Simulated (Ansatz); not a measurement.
# H started on an O site in anatase TiO2, 108 atoms, charge 0

Aim: let the atoms about the defect relax, then find its formation energy, its levels in the gap and its spin by PBEsol.

Program: Ansatz 0.2.0, PAW, plane waves. These are calculated values, not measurements.

### Step 1. The starting cell

108 atoms (36 Ti, 71 O, 1 H); a = 11.311 Å, b = 11.311 Å, c = 9.548 Å, α = 90.00°, β = 90.00°, γ = 90.00°. All atoms were shaken off their sites by about 0.02 Å along each axis; atoms next to an added one may be pushed further to make room. Defect site 1: (0.333, 0.500, 0.458). Starting moments add up to 1 μB.

The runs, in order: (2) PBEsol relaxation at the single k point (¼, ¼, ¼), on 1 × NVIDIA GB300 Max-Q with 8 threads of Arm Neoverse-V2.

### Step 2. PBEsol relaxation in the fixed cell

The input, in.yaml:

```yaml
crystal:
  lattice:
    - [11.311282, 0.000005, -0.000027]
    - [0.000005, 11.311282, -0.000027]
    - [-0.000023, -0.000023, 9.548388]
  atoms:
    - { symbol: Ti, position: [0.001153, 0.003464, 0.000594] }
    - { symbol: Ti, position: [0.998305, 0.332145, 0.000558] }
    - { symbol: Ti, position: [0.999009, 0.668292, 0.000778] }
    - { symbol: Ti, position: [0.333058, 0.004721, 0.002315] }
    - { symbol: Ti, position: [0.334221, 0.334313, 0.998411] }
    - { symbol: Ti, position: [0.333974, 0.665549, 0.998341] }
    - { symbol: Ti, position: [0.671566, 0.001254, 0.000344] }
    - { symbol: Ti, position: [0.668843, 0.332578, 0.997479] }
    - { symbol: Ti, position: [0.665746, 0.663604, 0.003181] }
    - { symbol: Ti, position: [0.002591, 0.164904, 0.250692] }
    - { symbol: Ti, position: [0.002656, 0.499355, 0.250904] }
    - { symbol: Ti, position: [0.999438, 0.834097, 0.247331] }
    - { symbol: Ti, position: [0.331778, 0.166782, 0.251503] }
    - { symbol: Ti, position: [0.334618, 0.503284, 0.249398], spin: 0.25 }
    - { symbol: Ti, position: [0.334442, 0.833121, 0.252519] }
    - { symbol: Ti, position: [0.664757, 0.166048, 0.253612] }
    - { symbol: Ti, position: [0.666211, 0.498439, 0.250044] }
    - { symbol: Ti, position: [0.664527, 0.834468, 0.246653] }
    - { symbol: Ti, position: [0.169627, 0.999350, 0.747247] }
    - { symbol: Ti, position: [0.167706, 0.334695, 0.747951] }
    - { symbol: Ti, position: [0.165465, 0.668776, 0.745376] }
    - { symbol: Ti, position: [0.499183, 0.998858, 0.750076] }
    - { symbol: Ti, position: [0.499998, 0.332193, 0.751611] }
    - { symbol: Ti, position: [0.500587, 0.668046, 0.749806] }
    - { symbol: Ti, position: [0.831924, 0.001354, 0.751452] }
    - { symbol: Ti, position: [0.834136, 0.335846, 0.748636] }
    - { symbol: Ti, position: [0.833037, 0.666341, 0.748860] }
    - { symbol: Ti, position: [0.166740, 0.167371, 0.498494] }
    - { symbol: Ti, position: [0.167607, 0.502268, 0.496203], spin: 0.25 }
    - { symbol: Ti, position: [0.163746, 0.832702, 0.502505] }
    - { symbol: Ti, position: [0.501330, 0.167754, 0.503453] }
    - { symbol: Ti, position: [0.498075, 0.499480, 0.499487], spin: 0.25 }
    - { symbol: Ti, position: [0.502518, 0.835596, 0.501806] }
    - { symbol: Ti, position: [0.832139, 0.162405, 0.499107] }
    - { symbol: Ti, position: [0.833154, 0.501768, 0.500998] }
    - { symbol: Ti, position: [0.832568, 0.831423, 0.499155] }
    - { symbol: O, position: [0.002806, 0.998707, 0.207346] }
    - { symbol: O, position: [0.998676, 0.335829, 0.204191] }
    - { symbol: O, position: [0.998346, 0.668203, 0.212357] }
    - { symbol: O, position: [0.335746, 0.002351, 0.207818] }
    - { symbol: O, position: [0.329145, 0.334481, 0.208908] }
    - { symbol: O, position: [0.330890, 0.666629, 0.212468] }
    - { symbol: O, position: [0.665484, 0.000927, 0.212040] }
    - { symbol: O, position: [0.666560, 0.332252, 0.205550] }
    - { symbol: O, position: [0.667144, 0.665141, 0.204445] }
    - { symbol: O, position: [0.999581, 0.169610, 0.455708] }
    - { symbol: O, position: [0.998837, 0.501999, 0.460416] }
    - { symbol: O, position: [0.001670, 0.831149, 0.454243] }
    - { symbol: O, position: [0.335592, 0.164766, 0.457663] }
    - { symbol: O, position: [0.333833, 0.834128, 0.461331] }
    - { symbol: O, position: [0.666292, 0.165023, 0.462731] }
    - { symbol: O, position: [0.668806, 0.500572, 0.457391] }
    - { symbol: O, position: [0.668881, 0.833446, 0.457343] }
    - { symbol: O, position: [0.997802, 0.168717, 0.042036] }
    - { symbol: O, position: [0.999951, 0.501507, 0.037319] }
    - { symbol: O, position: [0.000290, 0.833728, 0.039514] }
    - { symbol: O, position: [0.333512, 0.165837, 0.043753] }
    - { symbol: O, position: [0.332115, 0.502980, 0.042278] }
    - { symbol: O, position: [0.332374, 0.834217, 0.042604] }
    - { symbol: O, position: [0.669358, 0.166160, 0.045226] }
    - { symbol: O, position: [0.666619, 0.499132, 0.041856] }
    - { symbol: O, position: [0.664820, 0.834724, 0.041619] }
    - { symbol: O, position: [0.999532, 0.997193, 0.793389] }
    - { symbol: O, position: [0.998099, 0.336478, 0.790282] }
    - { symbol: O, position: [0.000476, 0.664520, 0.788251] }
    - { symbol: O, position: [0.329210, 0.999959, 0.795019] }
    - { symbol: O, position: [0.336709, 0.330848, 0.795218] }
    - { symbol: O, position: [0.333482, 0.666442, 0.789742] }
    - { symbol: O, position: [0.666801, 0.998552, 0.795530] }
    - { symbol: O, position: [0.668157, 0.335714, 0.790876] }
    - { symbol: O, position: [0.668014, 0.669891, 0.791210] }
    - { symbol: O, position: [0.164500, 0.169745, 0.290380] }
    - { symbol: O, position: [0.166287, 0.501425, 0.293914] }
    - { symbol: O, position: [0.167596, 0.833873, 0.291761] }
    - { symbol: O, position: [0.502814, 0.166695, 0.291021] }
    - { symbol: O, position: [0.501228, 0.498317, 0.294549] }
    - { symbol: O, position: [0.499804, 0.834527, 0.294844] }
    - { symbol: O, position: [0.835634, 0.166476, 0.292841] }
    - { symbol: O, position: [0.833067, 0.502996, 0.292105] }
    - { symbol: O, position: [0.835869, 0.832753, 0.290490] }
    - { symbol: O, position: [0.165703, 0.996754, 0.957476] }
    - { symbol: O, position: [0.164484, 0.332662, 0.958934] }
    - { symbol: O, position: [0.165648, 0.670049, 0.959489] }
    - { symbol: O, position: [0.498806, 0.997772, 0.957507] }
    - { symbol: O, position: [0.503229, 0.333721, 0.956939] }
    - { symbol: O, position: [0.503110, 0.667359, 0.958966] }
    - { symbol: O, position: [0.832902, 0.000313, 0.959343] }
    - { symbol: O, position: [0.832575, 0.331780, 0.958299] }
    - { symbol: O, position: [0.834141, 0.667188, 0.955232] }
    - { symbol: O, position: [0.166146, 0.002796, 0.544937] }
    - { symbol: O, position: [0.166508, 0.329408, 0.544377] }
    - { symbol: O, position: [0.164614, 0.666553, 0.542440] }
    - { symbol: O, position: [0.503721, 0.001534, 0.545494] }
    - { symbol: O, position: [0.502099, 0.332700, 0.539000] }
    - { symbol: O, position: [0.500142, 0.666478, 0.542421] }
    - { symbol: O, position: [0.835356, 0.002158, 0.543367] }
    - { symbol: O, position: [0.832228, 0.334452, 0.545058] }
    - { symbol: O, position: [0.833339, 0.665252, 0.542615] }
    - { symbol: O, position: [0.165158, 0.166784, 0.707754] }
    - { symbol: O, position: [0.166810, 0.497798, 0.706375] }
    - { symbol: O, position: [0.167240, 0.830876, 0.707644] }
    - { symbol: O, position: [0.499022, 0.166329, 0.706871] }
    - { symbol: O, position: [0.497006, 0.500098, 0.705638] }
    - { symbol: O, position: [0.498773, 0.832942, 0.705525] }
    - { symbol: O, position: [0.833334, 0.167200, 0.709804] }
    - { symbol: O, position: [0.834304, 0.503346, 0.709389] }
    - { symbol: O, position: [0.831371, 0.832138, 0.707470] }
    - { symbol: H, position: [0.333229, 0.498876, 0.457422], spin: 0.25 }
  symmetry: { detect: false }
kpoints:
  mp_grid: { grid: [1, 1, 1], shift: [0.25, 0.25, 0.25] }
hamiltonian:
  xc: pbesol
magnetization:
  spin_polarized: true
scf:
  occupations: { method: fermi_dirac, width: 0.01 }
relax:
  f_tol: 0.03
  max_steps: 80
  escape_saddle: false
  adjacent_minimum: "off"
output:
  forces: true
  eigenvalues: true
  populations: true
```

Run with:

```bash
ansatz run in.yaml --threads 8 --pin off --max-ram 118750MiB --runs-dir r --events-out ev --progress --plain --backend cuda --devices 0,
```

Q: Predict the outcome of this session. Wanted: for each run, formation energy; host gap; moment.

As calculated:

```
             level        time  formation energy (eV)  host gap (eV)  moment (μB)
PBEsol, relaxation  21 s (GPU)                   3.96           2.21         0.83
```

| quantity | value |
| --- | --- |
| relaxation | 8 recorded steps, 1.58 eV gained |
| largest shift | 0.11 Å (O94 and others alike) |

**In words.** Relaxation gains 1.58 eV, with shifts up to 0.11 Å (O94 and others alike). Part of this undoes the random shake of the start. The host's edges were read at Γ, so band-like levels at this k point need not coincide with them. One k point and a cell of this size can leave errors of several tenths of an eV.
